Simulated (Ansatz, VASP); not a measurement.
This is a calculation of Si for Ansatz 0.2.0.

File input.yaml:

```yaml
crystal:
  lattice:
    - [0.0, 2.7218511865, 2.7218511865]
    - [2.7218511865, 0.0, 2.7218511865]
    - [2.7218511865, 2.7218511865, 0.0]
  atoms:
    - { symbol: Si, position: [0.5, 0.5, 0.5] }
    - { symbol: Si, position: [0.75, 0.75, 0.75] }
kpoints:
  mp_grid: { grid: [3, 3, 3] }
scf:
  occupations: { method: fermi_dirac, width: 0.03 }
hamiltonian:
  xc: pbe
  pseudopotentials: { kind: all_electron, lapw: { basis_error: 0.003 } }
output:
  forces: true
  stress: true
  eigenvalues: true
```

Potentials or basis: all-electron LAPW, scalar-relativistic.

Command:

```console
$ ansatz run input.yaml --threads 1 --pin off --max-ram 2560MiB --backend cpu --events-out ev --progress --plain --runs-dir out
```

Set up the same calculation for VASP 6.6.1. Potentials there: VASP PAW PBE potentials, release 64 (Si).

As run (the cutoff follows the program's own potentials):

File INCAR:

```
SYSTEM = Si
ALGO = Normal ; EDIFF = 1E-6
ENCUT = 520 ; GGA = PE
ISIF = 2 ; ISMEAR = -1
LASPH = .True. ; LCHARG = .True.
LELF = .True. ; LREAL = .False.
LVHAR = .True. ; LWAVE = .False.
NBANDS = 11 ; NELM = 80
PREC = Accurate ; SIGMA = 0.03
```

The input KPOINTS:

```
k-points
0
Gamma
  3 3 3
  0 0 0
```

File POSCAR:

```
Si
1.0
    0.0000000000      2.7218511865      2.7218511865
    2.7218511865      0.0000000000      2.7218511865
    2.7218511865      2.7218511865      0.0000000000
Si
2
Direct
    0.5000000000      0.5000000000      0.5000000000
    0.7500000000      0.7500000000      0.7500000000
```

Potentials or basis: VASP PAW PBE potentials, release 64 (Si).

Run with:

```sh
$ cat potpaw_PBE.64/Si/POTCAR > POTCAR
$ mpirun -np 1 vasp_std > vasp.out
```

Both were run:

|  | VASP | Ansatz | Ansatz less VASP |
| --- | --- | --- | --- |
| gap on the k mesh at the Fermi level (eV) | 0.70 | 0.70 | 0.000 |
| least direct gap on the mesh (eV) | 2.52 | 2.51 | -0.004 |
| pressure (GPa) | 3.2 | 3.3 | +0.06 |

Ansatz ran all-electron here, so the differences hold the error of VASP's frozen core and of both bases.

Caveats: the k mesh is coarse (spacing up to 0.67 Å⁻¹), so the values aren't converged; an odd mesh through Γ misses points on the zone boundary, where band edges often lie. Expect the measured gap to be larger: semilocal functionals such as PBE lack the derivative discontinuity.
